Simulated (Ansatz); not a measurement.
Runs of Ansatz 0.2.0 on Pt. The structure is cubic, space group Fm-3m (No. 225). Conventional cell: a = 3.922 Å, b = 3.922 Å, c = 3.922 Å, α = 90.00°, β = 90.00°, γ = 90.00°. Around Pt (site symmetry m-3m) lie 12 Pt at 2.77 Å. 

```tsv
task	level	potentials or basis	spin	cell	k mesh	cutoff (eV)	smearing	gap on the mesh (eV)	pressure (GPa)	relaxed volume (Å³/atom)
band structure	PBEsol	all-electron LAPW, relativistic spinors	SOC, no magnetisation	as given	9 × 9 × 9	270	fermi-dirac 0.05 eV	-	-0.9	-
band structure	RPBE	all-electron LAPW, scalar-relativistic	off	as given	12 × 12 × 12	271	fermi-dirac 0.05 eV	-	14.5	-
single point	PBEsol	all-electron LAPW, scalar-relativistic	off	as given	12 × 12 × 12	270	gaussian 0.02 eV	none	-0.7	-
relaxation of cell and atoms	revPBE+D4	all-electron LAPW, scalar-relativistic	off	relaxed	12 × 12 × 12	-	fermi-dirac 0.05 eV	-	0.0	(a)
elastic constants	LDA	all-electron LAPW, scalar-relativistic	off	as given	9 × 9 × 9	290	fermi-dirac 0.05 eV	none	-6.6	-
relaxation of cell and atoms	revPBE	all-electron LAPW, scalar-relativistic	off	relaxed	12 × 12 × 12	-	fermi-dirac 0.05 eV	-	0.0	(b)
relaxation of cell and atoms	PBEsol	all-electron LAPW, scalar-relativistic	off	relaxed	12 × 12 × 12	-	fermi-dirac 0.05 eV	-	0.0	15.05
band structure	PBEsol	all-electron LAPW, scalar-relativistic	off	as given	12 × 12 × 12	270	fermi-dirac 0.05 eV	-	-0.6	-
elastic constants	PBEsol	all-electron LAPW, scalar-relativistic	off	as given	9 × 9 × 9	290	fermi-dirac 0.05 eV	none	-1.2	-
relaxation of cell and atoms	PBEsol+D3(BJ)	all-electron LAPW, scalar-relativistic	off	relaxed	12 × 12 × 12	-	fermi-dirac 0.05 eV	-	0.0	(c)
```

Alike in all rows: basis error allowed 0.001 eV/atom.

**Question.** Fill in the values left out.

**Answer.** (a) 15.10; (b) 15.84; (c) 14.63.

Caveats: the k mesh is thin for a metal, which can move the energy by tens of meV per atom (some runs); spin-orbit coupling is left out, which moves the levels of the heavy elements (some runs); a metal's response needs a denser mesh (some runs); elastic constants of metals need much finer meshes, so these are rough (some runs); the cell is more than 3 GPa from zero pressure, which shifts response properties (some runs).

A k mesh can miss the band edges, and rows without SOC leave out spin-orbit coupling on Pt.

A gap of «none» marks a metal or a gap under the smearing width.

Runs at the PBE level aren't shown here.
